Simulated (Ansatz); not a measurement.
Phases of Si at 2.4 GPa

Structure types of Si are relaxed in primitive cells with their symmetry kept at 2.4 GPa, on PAW files; LAPW relaxes the small cells further and takes the PAW cell for the others (marked *). The enthalpy is E + pV at zero temperature, without zero-point motion. Only the types listed were tried, and differences under about 5 meV/atom are mesh noise. Not among the end structures: diamond, which may lie lower.

Level of theory: DFT with PBE, scalar-relativistic, in Ansatz 0.2.0; Fermi–Dirac smearing of 0.1 eV, no spin polarisation. LAPW: all electrons, basis error target 0.5 meV/atom; PAW: frozen-core files, cutoff 420 eV.

k meshes: fcc 17×17×17, bcc 17×17×17, hcp 16×16×9, simple hexagonal 16×16×15, graphite 11×11×4, beta tin 16×16×16.

Problem. Which type is lowest in enthalpy, and by how much?

Solution. beta tin, 12 meV/atom below simple hexagonal. The whole table:

```tsv
start type	ends as	a, b, c (Å)	V (Å³/atom)	H − H(lowest), LAPW (meV/atom)	same, PAW
fcc	fcc, Fm-3m	3.835, 3.835, 3.835	14.10	232.0	231.6
bcc	bcc, Im-3m	3.058, 3.058, 3.058	14.29	217.9	217.6
hcp	hcp, P6_3/mmc	2.656, 2.656, 4.591	14.02	196.8	196.4
simple hexagonal	simple hexagonal, P6/mmm	2.630, 2.630, 2.464	14.76	12.3	12.4
graphite*	distorted graphite, P6_3/mmc	4.094, 4.094, 4.899	17.78	291.3	291.2
beta tin	beta tin, I4_1/amd	4.784, 4.784, 2.628	15.04	0.0	0.0
```

Problem. Would simple hexagonal gain on beta tin at higher pressure?

Solution. Yes: dH/dp = V, and its volume is smaller by 0.28 Å³/atom. Held constant, that would close the gap after about 7.1 GPa more, a rough figure, since the volume difference changes with pressure.
